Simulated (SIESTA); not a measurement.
The system is InAs.

```
In As
1.0
     0.00000    3.01800    3.01800
     3.01800    0.00000    3.01800
     3.01800    3.01800    0.00000
In As
1 1
Direct
  0.00000 0.00000 0.00000
  0.75000 0.75000 0.75000
```

Base run:

* Program: SIESTA 5.4.2
* Functional: AM05
* Potentials or basis: PseudoDojo 0.4 standard (PBEsol files)
* Basis: DZP (energy shift 0.003 Ry; two zetas on semicore shells)
* Grid cutoff: 500 Ry
* Energy shift: 0.003 Ry
* k mesh: 8 × 8 × 8
* Occupations: fermi-dirac, width 0.05 eV
* Spin: no spin polarisation

Its results: band gap on the k mesh none (metal or under the smearing width); pressure 1.9 GPa.

The run is repeated on the same cell with these changes: functional from AM05 to LDA; potentials or basis from PseudoDojo 0.4 standard (PBEsol files) to PseudoDojo 0.4 standard (LDA files). What comes out?

Band gap on the k mesh none (metal or under the smearing width); pressure -0.3 GPa.

Caveats: spin-orbit coupling is left out, which moves the levels of the heavy elements; the basis of atomic orbitals isn't converged, which shifts pressures, moduli and gaps; the potentials were made for another functional, which shifts forces and pressure (some runs).
